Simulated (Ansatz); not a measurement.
The system is Ti.

```xyz
2
Lattice="2.9500 0.0000 0.0000 -1.4750 2.5548 0.0000 0.0000 0.0000 4.6800" Properties=species:S:1:pos:R:3 pbc="T T T"
Ti    1.4750    0.8516    3.5100
Ti    0.0000    1.7032    1.1700
```

A run of Ansatz 0.2.0 on this cell left the log below. Logs are shortened: lines on timing, memory, paths and dates and some standing lists are left out, and cuts for length are marked.

```text
Warning: RAYON_NUM_THREADS=1 ignored (pool sized by the plan → 1); use --threads N
LAPW: plane waves up to 7.601 Å⁻¹, error target 1.0e-3 eV per atom; small_component_spin mean_spin; Ti in spheres of 1.447 Å, 12 of its electrons in bands, Dirac shells [] (how accurate: hamiltonian.pseudopotentials.lapw.basis_error, Limitations)
Engine: ansatz 0.2.0, aarch64-unknown-linux-gnu
Pseudopotentials: kind: all_electron
Pseudopotential: Ti, LAPW, valence charge 12, lapw/all_electron/scalar/gaussian/Ti, Koelling and Harmon's equation, gaussian nucleus
Functional definition: SPW92
  exchange = slater_x
  correlation = pw_c
Crystal: 2 atoms, lattice volume = 35.271 Å³
Basis set: ecut = 220.10033727412895 eV, 263 PW (Γ), exchange–correlation at level 2
Bands: 16, of which v1, the nominal top of the filled ones, is band 12 counted from 1 (11 counted from 0)
Symmetry: 24 space group operations
Space group: P63/mmc (ITA 194), of the structure as read, at distance tolerance 3.3e-5 Å
k-points: 56 of 600
Non-local potential: Ti, projectors of the file, none
Initial density: superposition of atomic densities (chi_scale 0.1, normalization cell)
Initial wavefunctions: plane waves of lowest kinetic energy (no species holds an atomic orbital)
Functional: x = slater, c = lda
iter 1 solved again at ethr=6.40e-4 eV; its pass at ethr=1.00e-1 eV (dr2=1.54e-1 eV) is discarded
SCF iter   1: F=—  HF=-46368.395213 eV  |F-HF|=—  |Δ(HF+E_count)|=         —  Δρ=2.42e-2  dr2=1.55e-1  ethr=6.40e-4  ⟨swp⟩=2.7  Hψ=6399  notcnv=0
preconditioner: auto → none  [metal: Δε(μ)=0.015 eV  Ē_g=3.047 eV  σ=0.050 eV  W_gap=0.08  n_scr=8 (ndim 8)  ℏωp=17.7 eV  f_vac=0.000  D(μ)=1.96/eV (n_scr^D=22)  sad-step TF]
SCF iter   2: F=—  HF=-46368.065844 eV  |F-HF|=—  |Δ(HF+E_count)|=   3.29e-1  Δρ=8.51e-3  dr2=2.72e-2  ethr=6.40e-4  ⟨swp⟩=3.0  Hψ=3334  notcnv=0
SCF iter   3: F=—  HF=-46368.037773 eV  |F-HF|=—  |Δ(HF+E_count)|=   2.81e-2  Δρ=5.60e-3  dr2=9.97e-3  ethr=1.13e-4  ⟨swp⟩=2.8  Hψ=3102  notcnv=0
iter 4 solved again at ethr=3.97e-7 eV; its pass at ethr=4.15e-5 eV (dr2=9.52e-5 eV) is discarded
SCF iter   4: F=—  HF=-46368.035616 eV  |F-HF|=—  |Δ(HF+E_count)|=         —  Δρ=5.62e-4  dr2=9.51e-5  ethr=3.97e-7  ⟨swp⟩=2.1  Hψ=4701  notcnv=0
the basis was enlarged: its passes take 69.2 KiB over the memory plan, 1 of 1 planned eigensolver slots
SCF iter   5: F=—  HF=-46368.035602 eV  |F-HF|=—  |Δ(HF+E_count)|=   1.33e-5  Δρ=7.79e-5  dr2=1.76e-6  ethr=3.96e-7  ⟨swp⟩=2.0  Hψ=2852  notcnv=0
SCF iter   6: F=—  HF=-46368.035601 eV  |F-HF|=—  |Δ(HF+E_count)|=   1.17e-6  Δρ=1.02e-5  dr2=2.78e-8  ethr=7.32e-9  ⟨swp⟩=2.5  Hψ=2893  notcnv=0
SCF iter   7: F=-46368.035601 eV  HF=-46368.035601 eV  |F-HF|=3.64e-10  |Δ(HF+E_count)|=   6.35e-8  Δρ=5.94e-7  dr2=1.10e-10  ethr=1.16e-10  ⟨swp⟩=3.0  Hψ=3087  notcnv=0
SCF 1 converged in 7 iterations: F = -46368.035601 eV  dr2 = 1.10e-10
NSCF: frozen V_eff on 57 k-points
SCF converged after 7 iterations
Free energy (F): -46368.035601 eV
Harris-Foulkes:  -46368.035601 eV  (|F-HF|=3.64e-10)
Internal energy: -46368.014762 eV  (E = F + TS)
E sigma→0 (E₀):  -46368.025182 eV
Entropy (-TS):   -0.020839 eV (-10.419 meV/atom)
Fermi energy:    13.226710 eV
--- Per-component energies (eV) ---
  E_band       = -312.849842
  E_kinetic    = 46783.777594
  E_xc         = -2194.475242
  E_electrostatic = -90957.317115  (all electrons and nuclei)
  E_smearing   = -0.020839  (= −TS)
  E_closure    = 0.000000  (closes the sum)
  E_atoms      = -46353.114199  (free atoms, spherical and without spin; not in F)
  Σ components = -46368.035601   (vs F -46368.035601, Δ=0.00e0)
  Basis errors (estimates in eV, not in F): energy 1.3e-4 per atom: plane waves 9.5e-5 (4.8e-5 summed), levels above the bands 1.3e-15, relativity 2.3e-9, radial functions 3.3e-5, core shells 2.4e-8; eigenvalues (radial functions only) 9.6e-7; not estimated: angular momenta, meshes, grids; target (lapw.basis_error) 1.0e-3; muffin-tin radii Ti 1.447 Å
--- Forces (eV/Å), atoms counted from 1 ---
  atom   1  Ti     0.00000000    -0.00000000     0.00000000
  atom   2  Ti     0.00000000     0.00000000    -0.00000000
  max |Σ_I F_I| component: 3.70e-17 eV/Å
--- Stress (GPa, compression-positive) ---
       -9.549156       0.000000       0.000000
        0.000000      -9.549156      -0.000000
        0.000000      -0.000000     -10.262798
  P = ⅓ Tr σ = -9.7870 GPa (-97.870 kbar)
--- Band table (eV; the first three rows and the last of 56) ---
  k-point 0: bands = ["-43.0201", "-42.8846", "-19.9235", "-19.2901", "-19.2901", "-19.2271", "-19.1911", "-19.1911", "7.1518", "10.5961", "13.9799", "13.9799", "14.0510", "14.0873", "14.4655", "14.4655"]
  k-point 1: bands = ["-43.0111", "-42.8938", "-19.8786", "-19.2835", "-19.2835", "-19.2755", "-19.1978", "-19.1978", "7.3818", "10.4702", "13.6851", "13.8858", "13.8858", "13.9640", "14.3464", "14.3464"]
  k-point 2: bands = ["-42.9865", "-42.9188", "-19.7546", "-19.4066", "-19.2655", "-19.2655", "-19.2160", "-19.2160", "8.0346", "9.9287", "13.2544", "13.6510", "13.8099", "13.8099", "14.0968", "14.0968"]
  k-point 55: bands = ["-42.8731", "-42.8731", "-19.7459", "-19.7459", "-19.5412", "-19.5412", "-19.3210", "-19.3210", "11.7417", "11.7417", "12.4448", "12.4448", "13.0338", "13.0338", "14.8374", "14.8374"]
```

Q: What input gives this log?

A: Band structure with LDA, no spin polarisation. The files as run (others can give the same):

input.yaml
```yaml
crystal:
  lattice:
    - [2.95, 0.0, 0.0]
    - [-1.475, 2.5547749412, 0.0]
    - [0.0, 0.0, 4.68]
  atoms:
    - { symbol: Ti, position: [0.6666666667, 0.3333333333, 0.75] }
    - { symbol: Ti, position: [0.3333333333, 0.6666666667, 0.25] }
kpoints:
  mp_grid: { grid: [10, 10, 6] }
  band_path:
    path:
      - [0.0, 0.0, 0.0]
      - [0.5, 0.0, 0.0]
      - [0.3333333333, 0.3333333333, 0.0]
      - [0.0, 0.0, 0.0]
      - [0.0, 0.0, 0.5]
      - [0.5, 0.0, 0.5]
      - [0.3333333333, 0.3333333333, 0.5]
      - [0.0, 0.0, 0.5]
    npoints: 8
scf:
  occupations: { method: fermi_dirac, width: 0.05 }
hamiltonian:
  xc: lda
  pseudopotentials: { kind: all_electron, lapw: { basis_error: 0.001 } }
output:
  forces: true
  stress: true
  eigenvalues: true
```

Potentials or basis: all-electron LAPW, scalar-relativistic.
Run with:
```bash
$ ansatz run input.yaml --threads 1 --pin off --max-ram 3072MiB --backend cpu --events-out ev --progress --plain --runs-dir out
```
